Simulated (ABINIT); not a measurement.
GaAs:

```
As Ga
1.0
     0.00000    2.82685    2.82685
     2.82685    0.00000    2.82685
     2.82685    2.82685    0.00000
As Ga
1 1
Direct
  0.75000 0.75000 0.75000
  0.00000 0.00000 0.00000
```

Program: ABINIT 10.8.3 (patched build). Alike in all runs: no spin polarisation; cell as given; smearing fermi-dirac 0.05 eV.

Problem. Order these runs on this cell by their pressure, lowest first.
A. level PBEsol; potentials or basis JTH PAW PBE v2.0; k mesh 3 × 3 × 3; cutoff (eV) 463; fine-grid cutoff 925.187 eV; mesh quality coarse
B. level PBE; potentials or basis JTH PAW PBE v2.0; k mesh 6 × 6 × 6; cutoff (eV) 463; fine-grid cutoff 925.187 eV; mesh quality not flagged
C. level LDA; potentials or basis PseudoDojo NC SR LDA v0.4.1 standard; k mesh 8 × 8 × 8; cutoff (eV) 1088; mesh quality not flagged

Solution. C (-2.1 GPa), A (1.4 GPa), B (3.2 GPa).

Caveats: some runs use coarse meshes; the PAW data sets were made with another functional, which shifts forces and pressure a little (some runs).

Not every run made on this cell is shown here.
